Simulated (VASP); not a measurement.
# MgO: kernels and solvers of the Casida equation on one ground state

MgO, Fm-3m (no. 225), 2 atoms in the cell. DDH, TDDFT by the Casida equation; PAW potentials Mg_GW, O_GW (PBE set).

## Input

INCAR.step1:
```
SYSTEM = MgO
PREC = Accurate
ENCUT = 420
ISMEAR = 0
SIGMA = 0.02
EDIFF = 1E-8
LASPH = .TRUE.
KPAR = 4
LWAVE = .FALSE.
LCHARG = .FALSE.
LEPSILON = .TRUE.
LRPA = .TRUE.
```

INCAR.step2:
```
SYSTEM = MgO
PREC = Accurate
ENCUT = 420
ISMEAR = 0
SIGMA = 0.02
EDIFF = 1E-5
LASPH = .TRUE.
KPAR = 4
LWAVE = .TRUE.
LCHARG = .FALSE.
NBANDS = 16
```

INCAR.step3:
```
SYSTEM = MgO
PREC = Accurate
ENCUT = 420
ISMEAR = 0
SIGMA = 0.02
EDIFF = 1E-7
LASPH = .TRUE.
KPAR = 4
LWAVE = .TRUE.
LCHARG = .FALSE.
LOPTICS = .TRUE.
ALGO = Normal
NBANDS = 16
NEDOS = 2000
CSHIFT = 0.1
GGA = PE
LHFCALC = .TRUE.
LMODELHF = .TRUE.
AEXX = 0.3407
HFSCREEN = 1.39
ISTART = 1
PRECFOCK = Fast
```

INCAR.step4:
```
SYSTEM = MgO
PREC = Accurate
ENCUT = 420
ISMEAR = 0
SIGMA = 0.02
EDIFF = 1E-7
LASPH = .TRUE.
KPAR = 4
LWAVE = .FALSE.
LCHARG = .FALSE.
ALGO = TDHF
NBANDS = 16
NBANDSO = 4
NBANDSV = 4
IBSE = 2
NBSEEIG = 4
LHARTREE = .TRUE.
LADDER = .TRUE.
LFXC = .FALSE.
ENCUTGW = 150
GGA = PE
LHFCALC = .TRUE.
LMODELHF = .TRUE.
AEXX = 0.3407
HFSCREEN = 1.39
ISTART = 1
PRECFOCK = Fast
ANTIRES = 0
OMEGAMAX = 25
CSHIFT = 0.15
NOMEGA = 1000
```

INCAR.step5, as INCAR.step4 but for:
```
- ANTIRES = 0
+ ANTIRES = 1
```

INCAR.step6 changes the same tag again: ANTIRES = 2.

INCAR.step7, as INCAR.step6 but for:
```
- LHARTREE = .TRUE.
- LADDER = .TRUE.
- ANTIRES = 2
+ LHARTREE = .FALSE.
+ LADDER = .FALSE.
+ ANTIRES = 0
```

INCAR.step8, as INCAR.step7 but for:
```
- LHARTREE = .FALSE.
- ANTIRES = 0
+ LHARTREE = .TRUE.
+ ANTIRES = 2
```

INCAR.step9, as INCAR.step8 but for:
```
- IBSE = 2
- LADDER = .FALSE.
- ANTIRES = 2
+ IBSE = 3
+ LADDER = .TRUE.
+ ANTIRES = 0
+ BSEPREC = High
```

INCAR.step10, as INCAR.step9 but for:
```
- IBSE = 3
- BSEPREC = High
+ IBSE = 1
```

INCAR.step11, as INCAR.step10 but for:
```
- IBSE = 1
+ IBSE = 0
```

INCAR.step12, as INCAR.step11 but for:
```
- IBSE = 0
+ IBSE = 2
+ LTRIPLET = .TRUE.
```

INCAR.step13, as INCAR.step12 but for:
```
- LHARTREE = .TRUE.
- LTRIPLET = .TRUE.
+ LHARTREE = .FALSE.
```

INCAR.step14, as INCAR.step13 but for:
```
- LHARTREE = .FALSE.
- LFXC = .FALSE.
+ LHARTREE = .TRUE.
+ LFXC = .TRUE.
```

INCAR.step15, as INCAR.step14 but for:
```
- KPAR = 4
- IBSE = 2
- LFXC = .TRUE.
+ IBSE = 0
+ LFXC = .FALSE.
```

KPOINTS.step1:
```
k-points
0
Gamma
  11 11 11
```

KPOINTS.step2:
```
k-points
0
Gamma
  6 6 6
```

POSCAR:
```
MgO
1.0
    0.0000000000      2.0970013927      2.0970013927
    2.0970013927      0.0000000000      2.0970013927
    2.0970013927      2.0970013927      0.0000000000
Mg O
1 1
Direct
    0.0000000000      0.0000000000      0.0000000000
    0.5000000000      0.5000000000      0.5000000000
```

Commands (each step's output is kept before the next begins):
```
cat potpaw_PBE.64/Mg_GW/POTCAR potpaw_PBE.64/O_GW/POTCAR > POTCAR
cp INCAR.step1 INCAR
cp KPOINTS.step1 KPOINTS
mpirun -np 4 vasp_std > vasp.out
rm WAVECAR CHG
cp INCAR.step2 INCAR
cp KPOINTS.step2 KPOINTS
mpirun -np 4 vasp_std > vasp.out
cp INCAR.step3 INCAR
mpirun -np 4 vasp_std > vasp.out
cp INCAR.step4 INCAR
mpirun -np 4 vasp_std > vasp.out
cp INCAR.step5 INCAR
mpirun -np 4 vasp_std > vasp.out
cp INCAR.step6 INCAR
mpirun -np 4 vasp_std > vasp.out
cp INCAR.step7 INCAR
mpirun -np 4 vasp_std > vasp.out
cp INCAR.step8 INCAR
mpirun -np 4 vasp_std > vasp.out
cp INCAR.step9 INCAR
mpirun -np 4 vasp_std > vasp.out
cp INCAR.step10 INCAR
mpirun -np 4 vasp_std > vasp.out
cp INCAR.step11 INCAR
mpirun -np 4 vasp_std > vasp.out
cp INCAR.step12 INCAR
mpirun -np 4 vasp_std > vasp.out
cp INCAR.step13 INCAR
mpirun -np 4 vasp_std > vasp.out
cp INCAR.step14 INCAR
mpirun -np 4 vasp_std > vasp.out
cp INCAR.step15 INCAR
mpirun -np 1 vasp_std > vasp.out
```

## Result

- Direct gap on the mesh (eV): 8.71
- Gap on the mesh (eV): 8.71
- Bands: 16

One ground state, settings moved in the last step alone:

| Settings | ε at zero frequency | First excitation (eV) | First bright (eV) | Time (s) |
|---|---|---|---|---|
| LOPTICS | 2.30 | – | – | 52 |
| Hartree and ladder terms, Tamm-Dancoff | 2.43 | 7.752 | 7.752 | 20 |
| Hartree and ladder terms, ANTIRES 1 | 2.41 | 7.758 | 7.758 | 24 |
| Hartree and ladder terms, ANTIRES 2 | 2.41 | 7.752 | 7.752 | 40 |
| independent particles | 2.16 | 8.707 | 8.707 | 10 |
| RPA: Hartree term alone, ANTIRES 2 | 2.10 | 8.712 | 8.712 | 29 |
| Lanczos (IBSE 3) | 2.43 | – | – | 17 |
| time evolution (IBSE 1) | 2.41 | – | – | 63 |
| KPAR with the old driver (IBSE 0) | – | – | – | no result |
| triplet | – | 7.724 | – | 23 |
| ladder without the Hartree term | 2.48 | 7.724 | 7.724 | 20 |
| with the local kernel | 2.44 | 7.748 | 7.748 | 23 |
| old driver (IBSE 0) on one core | 2.43 | 7.752 | 7.752 | 55 |

Make-up of the lowest excitation, one of several of nearly equal energy, so its shares depend on the choice among them:

| k point | From band | To band | Share |
|---|---|---|---|
| 0.000 0.000 0.000 | 4 | 5 | 0.91 |
| 0.000 0.000 0.000 | 3 | 5 | 0.05 |
| 0.000 0.000 0.000 | 2 | 5 | 0.00 |
| 0.000 0.167 0.000 | 4 | 5 | 0.00 |
| 0.000 -0.167 0.000 | 4 | 5 | 0.00 |
| 0.000 0.000 0.167 | 4 | 5 | 0.00 |

AEXX = 0.3407 is one over the ε of the first step (2.9), and HFSCREEN = 1.39 comes from a published table.

Limits: The 6×6×6 mesh is coarse for a spectrum: peaks stand apart that a denser mesh merges; the pairs hold 4 valence and 4 conduction bands, and what lies beyond is missing from ε.

VASP 6.6.1 took 407 s on 4 cores (Intel Xeon Platinum 8488C (Sapphire Rapids)), a shared host.
